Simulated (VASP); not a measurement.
Mo: relaxation of cell and atoms with PBE+D3(BJ)

Crystal: Mo.

```
Mo
1.0
    -1.57342    1.57342    1.57342
     1.57342   -1.57342    1.57342
     1.57342    1.57342   -1.57342
Mo
1
Direct
  0.00000 0.00000 0.00000
```

- Program: VASP 6.6.1
- Task: relaxation of cell and atoms
- Functional: PBE
- Dispersion: D3(BJ)
- Potentials or basis: VASP PAW PBE potentials, release 64 (Mo_sv)
- Cutoff: 600 eV
- k mesh: 20 × 20 × 20
- Occupations: methfessel-paxton, width 0.1 eV
- Spin: no spin polarisation
- Further INCAR settings: ALGO = Normal; EDIFF = 1e-06; IBRION = 2; EDIFFG = -0.01; NSW = 90; ISIF = 3

```json
{
 "Relaxed volume": "15.38 Å³/atom",
 "Relaxed cell": "a = 2.713 Å, b = 2.713 Å, c = 2.713 Å, α = 109.47°, β = 109.47°, γ = 109.47°",
 "Space group after relaxing (to 0.05 Å)": "Im-3m (No. 229)",
 "Energy gained by relaxing": "2.4 meV/atom",
 "Ionic steps": "3",
 "Pressure after relaxing": "0.0 GPa",
 "Band gap on the k mesh": "none (metal or under the smearing width)",
 "Dispersion energy per atom": "-0.726 eV"
}
```

Step by step:
```csv
step,energy change (eV),largest force (eV/Å),pressure (GPa),volume (Å³)
1,0.0000,0.0000,-3.61,15.58
2,0.0171,0.0000,11.34,14.80
3,-0.0024,0.0000,-0.05,15.38
```

Final structure:
```
Mo
1.0
    -1.56647    1.56647    1.56647
     1.56647   -1.56647    1.56647
     1.56647    1.56647   -1.56647
Mo
1
Direct
  0.00000 0.00000 0.00000
```

Levels at points of the mesh, in eV from the Fermi level:
| k point | band 3 | band 4 | band 5 | band 6 | band 7 | band 8 | band 9 | band 10 | band 11 |
| --- | --- | --- | --- | --- | --- | --- | --- | --- | --- |
| (0.00, 0.00, 0.00) | -34.54 | -34.54 | -7.31 | -1.42 | -1.42 | -1.42 | 1.66 | 1.66 | 14.83 |
| (0.50, 0.00, 0.00) | -35.01 | -34.55 | -5.45 | -3.51 | 1.67 | 1.70 | 2.35 | 4.83 | 11.97 |
| (0.50, 0.50, 0.50) | -35.55 | -35.55 | -5.59 | -5.59 | 4.05 | 4.05 | 4.05 | 9.17 | 9.17 |

Run time: 42 s on 1 thread of Intel(R) Xeon(R) 6975P-C (Granite Rapids), on a shared host, peak memory 0.2 GiB.

Caveat: pairwise dispersion overbinds metals, which lowers pressure and volume.
